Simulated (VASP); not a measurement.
Al16N15 (a cell with a defect): single point with PBEsol

Crystal: Al16N15 (a cell with a defect).

```
CELL_PARAMETERS angstrom
6.22000 0.00000 0.00000
-3.11000 5.38668 0.00000
0.00000 0.00000 9.96000
ATOMIC_POSITIONS crystal
Al 0.33333 0.16667 0.00000
Al 0.33333 0.16667 0.50000
Al 0.33333 0.66667 0.00000
Al 0.33333 0.66667 0.50000
Al 0.83333 0.16667 0.00000
Al 0.83333 0.16667 0.50000
Al 0.83333 0.66667 0.00000
Al 0.83333 0.66667 0.50000
Al 0.16667 0.33333 0.25000
Al 0.16667 0.33333 0.75000
Al 0.16667 0.83333 0.25000
Al 0.16667 0.83333 0.75000
Al 0.66667 0.33333 0.25000
Al 0.66667 0.33333 0.75000
Al 0.66667 0.83333 0.25000
Al 0.66667 0.83333 0.75000
N 0.33333 0.16667 0.69100
N 0.33333 0.66667 0.19100
N 0.33333 0.66667 0.69100
N 0.83333 0.16667 0.19100
N 0.83333 0.16667 0.69100
N 0.83333 0.66667 0.19100
N 0.83333 0.66667 0.69100
N 0.16667 0.33333 0.44100
N 0.16667 0.33333 0.94100
N 0.16667 0.83333 0.44100
N 0.16667 0.83333 0.94100
N 0.66667 0.33333 0.44100
N 0.66667 0.33333 0.94100
N 0.66667 0.83333 0.44100
N 0.66667 0.83333 0.94100
```

```
Program             : VASP 6.6.1
Task                : single point
Functional          : PBEsol
Potentials or basis : VASP PAW PBE potentials, release 64 (Al, N)
Cutoff              : 450 eV
k mesh              : 3 × 3 × 2
Occupations         : gaussian, width 0.03 eV
Spin                : collinear spin, ferromagnetic start
Starting moments    : [0.5, 0.0, 0.0, 0.0, 0.0, 0.0, 0.0, 0.0, 0.5, 0.0, 0.5, 0.0, 0.5, 0.0, 0.0, 0.0, 0.0, 0.0, 0.0, 0.0, 0.0, 0.0, 0.0, 0.0, 0.0, 0.0, 0.0, 0.0, 0.0, 0.0, 0.0] μB
```

- Largest force: 1.212 eV/Å
- Band gap on the k mesh: 2.97 eV, indirect (least direct gap 3.03 eV)
- Net moment: 0.00 μB per cell
- Valence electrons inside the program's atomic spheres: Al 0.78, 0.80, 0.81, 0.77; N 3.83, 3.82

Forces on the atoms (eV/Å):
```
Al   0.000  0.000 -1.212
Al   0.000  0.000  0.603
Al   0.196  0.113 -0.400
Al   0.268  0.155  0.273
Al   0.000 -0.226 -0.400
Al   0.000 -0.309  0.273
Al  -0.196  0.113 -0.400
Al  -0.268  0.155  0.273
Al  -0.651  0.376  0.493
Al   0.078 -0.045 -0.351
Al   0.000 -0.752  0.493
Al   0.000  0.090 -0.351
Al   0.651  0.376  0.493
Al  -0.078 -0.045 -0.351
Al   0.000  0.000  0.423
Al   0.000  0.000 -0.137
N    0.000  0.000  0.030
N    0.082  0.048 -0.115
N   -0.102 -0.059  0.042
N    0.000 -0.095 -0.115
N    0.000  0.118  0.042
N   -0.082  0.048 -0.115
N    0.102 -0.059  0.042
N    0.273 -0.157 -0.659
N    0.165 -0.095  0.810
N    0.000  0.315 -0.659
N    0.000  0.191  0.810
N   -0.273 -0.157 -0.659
N   -0.165 -0.095  0.810
N    0.000  0.000 -0.285
N    0.000  0.000  0.298
```

Levels at points of the mesh, in eV from the valence-band top:
Spin up:
| k point | band 58 | band 59 | band 60 | band 61 | band 62 | band 63 | band 64 | band 65 |
| --- | --- | --- | --- | --- | --- | --- | --- | --- |
| (0.00, 0.00, 0.00) | -0.58 | -0.27 | -0.13 | -0.13 | 3.37 | 4.28 | 4.28 | 4.46 |
| (0.00, 0.00, 0.50) | -0.53 | -0.45 | -0.14 | -0.14 | 3.14 | 4.48 | 4.48 | 4.81 |
Spin down:
```csv
k point,band 57,band 58,band 59,band 60,band 61,band 62,band 63,band 64,band 65,band 66
"(0.00, 0.00, 0.00)",-0.58,-0.58,-0.27,-0.13,-0.13,3.37,4.28,4.28,4.46,5.11
"(0.00, 0.00, 0.50)",-0.53,-0.53,-0.45,-0.14,-0.14,3.14,4.48,4.48,4.81,4.81
```

Wall time 4.2 min on 4 MPI ranks on Intel(R) Xeon(R) Platinum 8259CL CPU @ 2.50GHz (Skylake/Cascade Lake) (shared host), peak memory 0.6 GiB a rank.

Caveat: the cell is charged against a uniform background, so pressure and absolute levels hang on convention; the PAW data sets were made with another functional, which shifts forces and pressure a little.
